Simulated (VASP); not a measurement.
# Pd (Im-3m) in VASP: settings compared

One crystal, Pd, is run at these levels: LDA, PBE; tasks: relaxation of cell and atoms, single point.

All numbers are computed with VASP 6.6.1; they aren't measurements. Logs are shortened: lines on timing, memory, paths and dates and some standing lists are left out, and cuts for length are marked.

### 1 The crystal as given

The structure is cubic, space group Im-3m (No. 229). Conventional cell: a = 3.145 Å, b = 3.145 Å, c = 3.145 Å, α = 90.00°, β = 90.00°, γ = 90.00°. Pd (site symmetry m-3m) is surrounded by 8 Pd at 2.72 Å.

This isn't the form of Pd at room conditions, which is fcc.

### 2 Relaxation of cell and atoms, LDA

The input, INCAR:

```
ALGO = Normal ; EDIFF = 1E-6
EDIFFG = -0.01 ; ENCUT = 600
GGA = CA ; IBRION = 2
ISIF = 3 ; ISMEAR = -1
LASPH = True ; LCHARG = False
LREAL = False ; LWAVE = False
NELM = 100 ; NSW = 60
PREC = Accurate ; SIGMA = 0.05
```

The input, KPOINTS:

```
k-points
0
Gamma
  10 10 10
```

The input, POSCAR:

```
Pd
1.0
   -1.5722810000      1.5722810000      1.5722810000
    1.5722810000     -1.5722810000      1.5722810000
    1.5722810000      1.5722810000     -1.5722810000
Pd
1
Direct
    0.0000000000      0.0000000000      0.0000000000
```

Potentials or basis: VASP PAW LDA potentials, release 64 (Pd).

On the command line:

```console
cat potpaw_LDA.64/Pd/POTCAR > POTCAR
mpirun -np 1 vasp_std > vasp.out
```

OUTCAR:

```text
EDIFF = 1E-6
   EDIFFG = -0.01
   ENCUT = 600
   GGA = CA
   IBRION = 2
   ISIF = 3
   ISMEAR = -1
   LASPH = True
   LREAL = False
   NELM = 100
   NSW = 60
   PREC = Accurate

 ion  position               nearest neighbor table
   1  0.000  0.000  0.000-

  LATTYP: Found a body centered cubic cell.
 ALAT       =     3.1445620000

  Lattice vectors:

 A1 = (  -1.5722810000,   1.5722810000,   1.5722810000)
 A2 = (   1.5722810000,  -1.5722810000,   1.5722810000)
 A3 = (   1.5722810000,   1.5722810000,  -1.5722810000)

Analysis of symmetry for initial positions (statically):
=====================================================================
 Subroutine PRICEL returns:
 Original cell was already a primitive cell.

 Routine SETGRP: Setting up the symmetry group for a
 body centered cubic supercell.

 Subroutine GETGRP returns: Found 48 space group operations
 (whereof 48 operations were pure point group operations)
 out of a pool of 48 trial point group operations.

The static configuration has the point symmetry O_h .

Analysis of symmetry for dynamics (positions and initial velocities):
=====================================================================
 Subroutine PRICEL returns:
 Original cell was already a primitive cell.

 Routine SETGRP: Setting up the symmetry group for a
 body centered cubic supercell.

 Subroutine GETGRP returns: Found 48 space group operations
 (whereof 48 operations were pure point group operations)
 out of a pool of 48 trial point group operations.

The dynamic configuration has the point symmetry O_h .

 Subroutine INISYM returns: Found 48 space group operations
 (whereof 48 operations are pure point group operations),
 and found     1 'primitive' translations

----------------------------------------------------------------------------------------

                                     Primitive cell

  volume of cell :      15.5471

  direct lattice vectors                    reciprocal lattice vectors
    -1.572281000  1.572281000  1.572281000     0.000000000  0.318009313  0.318009313
     1.572281000 -1.572281000  1.572281000     0.318009313  0.000000000  0.318009313
     1.572281000  1.572281000 -1.572281000     0.318009313  0.318009313  0.000000000

  length of vectors
     2.723270576  2.723270576  2.723270576     0.449733083  0.449733083  0.449733083

  position of ions in fractional coordinates (direct lattice)
     0.000000000  0.000000000  0.000000000

  ion indices of the primitive-cell ions
   primitive index   ion index
                 1           1

----------------------------------------------------------------------------------------

 KPOINTS: k-points

Automatic generation of k-mesh.
 Grid dimensions read from file:
 generate k-points for:   10   10   10

 Generating k-lattice:

  Cartesian coordinates                     Fractional coordinates (reciprocal lattice)
     0.000000000  0.031800931  0.031800931     0.100000000  0.000000000  0.000000000
     0.031800931  0.000000000  0.031800931     0.000000000  0.100000000  0.000000000
     0.031800931  0.031800931  0.000000000     0.000000000  0.000000000  0.100000000

  Length of vectors
     0.044973308  0.044973308  0.044973308

  Shift w.r.t. Gamma in fractional coordinates (k-lattice)
     0.000000000  0.000000000  0.000000000

 Subroutine IBZKPT returns following result:
 ===========================================

 Found     47 irreducible k-points:

 Following reciprocal coordinates:
            Coordinates               Weight
  0.000000  0.000000  0.000000      1.000000
  0.100000  0.000000  0.000000     12.000000
  0.200000  0.000000  0.000000     12.000000
  0.300000  0.000000  0.000000     12.000000
  0.400000  0.000000  0.000000     12.000000
  0.500000  0.000000  0.000000      6.000000
[... 16 lines left out ...]
  0.300000  0.300000  0.100000      8.000000
 -0.300000  0.300000  0.100000     24.000000
 [... further k-points ...]
   k-points           NKPTS =     47   k-points in BZ     NKDIM =     47   number of bands    NBANDS=      9
   number of dos      NEDOS =    301   number of ions     NIONS =      1
   total plane-waves  NPLWV =  13824
   dimension x,y,z NGX =    24 NGY =   24 NGZ =   24
   dimension x,y,z NGXF=    48 NGYF=   48 NGZF=   48
   ions per type =               1
   NGX,Y,Z   is equivalent  to a cutoff of  14.65, 14.65, 14.65 a.u.
   NGXF,Y,Z  is equivalent  to a cutoff of  29.30, 29.30, 29.30 a.u.
 SYSTEM =  unknown system
   PREC   = accura    normal or accurate (medium, high low for compatibility)
   ISTART =      0    job   : 0-new  1-cont  2-samecut
   ICHARG =      2    charge: 1-file 2-atom 10-const
   ISPIN  =      1    spin polarized calculation?
   LNONCOLLINEAR =      F non collinear calculations
   LSORBIT =      F    spin-orbit coupling
   LASPH  =      T    aspherical Exc in radial PAW
   ENCUT  =  600.0 eV  44.10 Ry    6.64 a.u.   5.44  5.44  5.44*2*pi/ulx,y,z
   NELM   =    100;   NELMIN=  2; NELMDL= -5     # of ELM steps
   EDIFF  = 0.1E-05   stopping-criterion for ELM
   LREAL  =      F    real-space projection
   EDIFFG = -.1E-01   stopping-criterion for IOM
   NSW    =     60    number of steps for IOM
   IBRION =      2    ionic relax: 0-MD 1-quasi-New 2-CG
   NFREE  =      1    steps in history (QN), initial steepest desc. (CG)
   ISIF   =      3    stress and relaxation
   ISYM   =      2    0-nonsym 1-usesym 2-fastsym
   POTIM  = 0.5000    time-step for ionic-motion
   TEBEG  =    0.0;   TEEND  =   0.0 temperature during run
   PSTRESS=    0.0 pullay stress
   NELECT =      10.0000    total number of electrons
   NUPDOWN=      -1.0000    fix difference up-down
   EMIN   =  10.00;   EMAX   =-10.00  energy-range for DOS
   EFERMI =   0.00;   METHOD = LEGACY
   ISMEAR =    -1;   SIGMA  =   0.05  broadening in eV -4-tet -1-fermi 0-gaus
   EFERMI_NEDOS =   21; number of points for ismear=-14 and -15
   IALGO  =     38    algorithm
   IMIX   =      4    mixing-type and parameters
     AMIX     =   0.40;   BMIX     =  1.00
     AMIX_MAG =   1.60;   BMIX_MAG =  1.00
  volume/ion in A,a.u.               =      15.55       104.92
  Fermi-wavevector in a.u.,A,eV,Ry     =   1.413160  2.670485 27.171123  1.997021
  Thomas-Fermi vector in A             =   2.534834
   LORBIT       =      0    0 simple, 1 ext, 2 COOP (PROOUT), +10 PAW based schemes
   GGA     = CA    functional components
   LHFCALC =     F    Hartree Fock is set to
   AEXX    =    0.0000 exact exchange contribution
   IVDW    =     0    specifies the selected vdW correction
   LEPSILON=     F    determine dielectric tensor
   LRPA    =     F    only Hartree local field effects (RPA)
 conjugate gradient relaxation of ions
 non-spin polarized calculation
  energy-cutoff  :      600.00
  volume of cell :       15.55
 maximum number of plane-waves:       535
 NGX is ok and might be reduce to    24
   NGX = 11   NGY = 11   NGZ = 11

--------------------------------------- Ionic step        1  -------------------------------------------

 number of electron      10.0000002 magnetization

 Free energy of the ion-electron system (eV)
  ---------------------------------------------------
  ext. energy  EPLUGINS =         0.00000000
  ---------------------------------------------------
  free energy    TOTEN  =        -6.37794951 eV

  energy without entropy =       -6.36595169  energy(sigma->0) =       -6.37195060

 E-fermi :   8.7140     XC(G=0): -13.1948

 val. band max:        8.7012626866   @ k =  -0.4000   0.4000   0.2000
 cond. band min:       8.7483539202   @ k =   0.4000   0.0000   0.0000
 fundamental gap:      0.0470912336
 Fermi energy:         8.7139963255

 k-point     1 :       0.0000    0.0000    0.0000
  band No.  band energies     occupation
      1       1.8867      2.00000
      2       5.9482      2.00000
      3       5.9482      2.00000
      4       5.9482      2.00000
      5       7.8485      2.00000
      6       7.8485      2.00000
      7      27.9173      0.00000
      8      27.9173      0.00000
      9      27.9173      0.00000
[... 265 lines left out ...]
 k-point    24 :      -0.3000    0.3000    0.1000
  band No.  band energies     occupation
      1       4.1682      2.00000
      2       5.4528      2.00000
      3       6.3233      2.00000
      4       7.2734      2.00000
      5       7.8518      2.00000
      6       8.5262      1.95432
      7      22.0223      0.00000
      8      25.4610      0.00000
      9      27.3749      0.00000

 [... further k-points ...]

------------------------ aborting loop because EDIFF is reached ----------------------------------------

  FORCE on cell =-STRESS in cart. coord.  units (eV):
  Direction    XX          YY          ZZ          XY          YZ          ZX
  --------------------------------------------------------------------------------------
  -------------------------------------------------------------------------------------
  Total       -1.4592450     -1.4592450     -1.4592450      0.0000000     -0.0000000      0.0000000
  in kB     -150.3793807   -150.3793807   -150.3793807      0.0000000     -0.0000000      0.0000000
  external PRESSURE =    -150.3793807 kB  Pullay stress =       0.0000000 kB
[... 195 lines left out ...]
  energy  without entropy=       -6.4356796756  energy(sigma->0) =       -6.44029325

--------------------------------------- Ionic step        7  -------------------------------------------

 number of electron       9.9999999 magnetization

 Free energy of the ion-electron system (eV)
  ---------------------------------------------------
  ext. energy  EPLUGINS =         0.00000000
  ---------------------------------------------------
  free energy    TOTEN  =        -6.44492005 eV

  energy without entropy =       -6.43573128  energy(sigma->0) =       -6.44032567

 E-fermi :  10.1690     XC(G=0): -13.7269

 val. band max:       10.1656888423   @ k =  -0.4000   0.4000   0.2000
 cond. band min:      10.2529120516   @ k =  -0.4000   0.5000   0.3000
 fundamental gap:      0.0872232093
 Fermi energy:        10.1690383830

 k-point     1 :       0.0000    0.0000    0.0000
  band No.  band energies     occupation
      1       2.6913      2.00000
      2       7.0074      2.00000
      3       7.0074      2.00000
      4       7.0074      2.00000
      5       9.1691      2.00000
      6       9.1691      2.00000
      7      29.5690      0.00000
      8      29.5690      0.00000
      9      29.5690      0.00000
[... 265 lines left out ...]
 k-point    24 :      -0.3000    0.3000    0.1000
  band No.  band energies     occupation
      1       5.0539      2.00000
      2       6.4317      2.00000
      3       7.4084      2.00000
      4       8.5065      2.00000
      5       9.1832      2.00000
      6       9.9448      1.97769
      7      24.3045      0.00000
      8      27.3851      0.00000
      9      29.9459      0.00000

 [... further k-points ...]

------------------------ aborting loop because EDIFF is reached ----------------------------------------

  FORCE on cell =-STRESS in cart. coord.  units (eV):
  Direction    XX          YY          ZZ          XY          YZ          ZX
  --------------------------------------------------------------------------------------
  -------------------------------------------------------------------------------------
  Total       -0.0012737     -0.0012737     -0.0012737     -0.0000000     -0.0000000      0.0000000
  in kB       -0.1431918     -0.1431918     -0.1431918     -0.0000000     -0.0000000      0.0000000
  external PRESSURE =      -0.1431918 kB  Pullay stress =       0.0000000 kB
[... 16 lines left out ...]
  FREE ENERGIE OF THE ION-ELECTRON SYSTEM (eV)
  ---------------------------------------------------
  free  energy   TOTEN  =        -6.4449200469 eV

  energy  without entropy=       -6.4357312847  energy(sigma->0) =       -6.44032567

 reached required accuracy - stopping structural energy minimisation
```

It took 18 s on 1 thread of Intel Xeon Platinum 8375C at 2.90GHz (Ice Lake), shared host; peak memory 0.14 GiB.

Results:

```yaml
Free_energy: -6.4449 eV
Relaxed_volume: 14.25 Å³/atom
Relaxed_cell: a = 2.645 Å, b = 2.645 Å, c = 2.645 Å, α = 109.47°, β = 109.47°, γ = 109.47°
Space_group_after_relaxing_to_0.05_Å: Im-3m (No. 229)
Energy_gained_by_relaxing: 67.0 meV/atom
Ionic_steps: 7
Pressure_after_relaxing: 0.0 GPa
Band_gap_on_the_k_mesh: none (metal or under the smearing width)
```

The path:
```tsv
step	energy change (eV)	largest force (eV/Å)	pressure (GPa)	volume (Å³)
1	0.0000	0.0000	-15.04	15.55
2	0.1332	0.0000	41.80	12.49
3	-0.0669	0.0000	-0.71	14.30
4	-0.0670	0.0000	-0.22	14.26
5	-0.0670	0.0000	0.19	14.24
6	-0.0670	0.0000	-0.23	14.27
7	-0.0670	0.0000	-0.01	14.25
```

Final structure:
```
Pd
1.0
    -1.52734    1.52734    1.52734
     1.52734   -1.52734    1.52734
     1.52734    1.52734   -1.52734
Pd
1
Direct
  0.00000 0.00000 0.00000
```

Levels at points of the mesh, in eV from the Fermi level:
```csv
k point,band 1,band 2,band 3,band 4,band 5,band 6,band 7,band 8,band 9
"(0.00, 0.00, 0.00)",-7.48,-3.16,-3.16,-3.16,-1.00,-1.00,19.40,19.40,19.40
"(0.50, 0.00, 0.00)",-5.64,-4.44,-1.09,-0.74,0.66,1.28,8.21,15.18,18.07
"(0.50, 0.50, 0.50)",-5.57,-5.57,0.24,0.24,0.24,9.27,9.27,9.27,18.22
```

### 3 Single point, PBE

The input, INCAR:

```
SYSTEM = Pd
PREC = Accurate ; ENCUT = 520
EDIFF = 1E-6 ; ISMEAR = 0
SIGMA = 0.1 ; LREAL = Auto
LASPH = .TRUE. ; NELM = 100
ALGO = Normal ; ISIF = 2
LWAVE = .FALSE. ; LCHARG = .FALSE.
GGA = PE ; ADDGRID = .FALSE.
```

The input, KPOINTS:

```
Automatic mesh
0
G
  15 15 15
  0 0 0
```

The input, POSCAR:

```
Pd
1.0
   -1.5345420000      1.5703810000      1.5719130000
    1.5565800000     -1.5514420000      1.5750130000
    1.5718420000      1.5887420000     -1.5529740000
Pd
1
Direct
    0.0275280000      0.0634310000      0.0341390000
```

Potentials or basis: VASP PAW PBE potentials, release 64 (Pd).

On the command line:

```console
cat potpaw_PBE.64/Pd/POTCAR > POTCAR
mpirun -np 1 vasp_std > vasp.out
```

Run time: 7.7 min. Hardware: 1 thread of Intel Xeon Platinum 8375C at 2.90GHz (Ice Lake), shared host; peak memory 0.26 GiB.

The run converged, but some of its settings lie outside the range that counts as converged, so its numbers aren't taken as properties of the crystal.

Results:

```yaml
Free_energy: -5.1751 eV
Pressure: -1.3 GPa
Band_gap_on_the_k_mesh: none (metal or under the smearing width)
```

### 4 For comparison

An earlier run on the cell as given: functional PBEsol; potentials or basis VASP PAW PBE potentials, release 64 (Pd); cutoff 520 eV; k mesh 12 × 12 × 12; occupations fermi-dirac, width 0.05 eV; no spin polarisation.

- Pressure: -10.3 GPa
- Band gap on the k mesh: none (metal or under the smearing width)
